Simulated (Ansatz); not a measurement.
Rigid cleavage in MoP₄

Theory: Ansatz 0.2.0, DFT PBEsol, scalar-relativistic, plane waves, PAW. Cutoff 420 eV, Γ-centred 8×7×4 k-points, Gaussian smearing of 0.15 eV. No spin polarisation. Energies are free energies at this smearing, counted from the undisturbed cell; pressure is positive in compression.

Zero of the scan (relaxed at this level; it needn't be the usual structure):

```
CELL_PARAMETERS angstrom
-5.29378 0.00000 -0.00967
2.03419 0.00000 -5.40800
0.00000 -11.11443 0.00000
ATOMIC_POSITIONS crystal
Mo 0.00000 0.75000 0.78415
Mo 0.50000 0.75000 0.28415
Mo 0.00000 0.25000 0.90005
Mo 0.50000 0.25000 0.40005
P 0.22143 0.31800 0.24648
P 0.72143 0.31800 0.74648
P 0.77857 0.18200 0.24648
P 0.27857 0.18200 0.74648
P 0.77857 0.68200 0.43772
P 0.27857 0.68200 0.93772
P 0.22143 0.81800 0.43772
P 0.72143 0.81800 0.93772
P 0.22290 0.80994 0.12188
P 0.72290 0.80994 0.62188
P 0.77710 0.69006 0.12188
P 0.27710 0.69006 0.62188
P 0.77710 0.19006 0.56232
P 0.27710 0.19006 0.06232
P 0.22290 0.30994 0.56232
P 0.72290 0.30994 0.06232
```

The cut lies on the cell's a–b face, a (0 -1 0) plane (indices in the standard cell, whose axes needn't be the Cartesian ones shown) of area 28.65 Å², between layers 1.38 Å apart. Vector c is lengthened by d along the normal with the atoms' Cartesian places fixed: one unrelaxed cut a cell. The cell is metallic on the mesh throughout.

```tsv
d (Å)	energy (J/m²)	traction dE/dd (GPa)
-0.30	0.95	-75.6
0.00	0.00	0.0
0.25	0.33	22.2
0.50	0.96	26.7
1.00	2.12	18.2
1.50	2.79	9.1
2.00	3.10	3.9
3.00	3.27	0.6
6.00	3.31	0.0
```

Cost: 9 runs of about 22 core-minutes in all, on Intel Xeon 6975P-C (Granite Rapids) (shared hosts).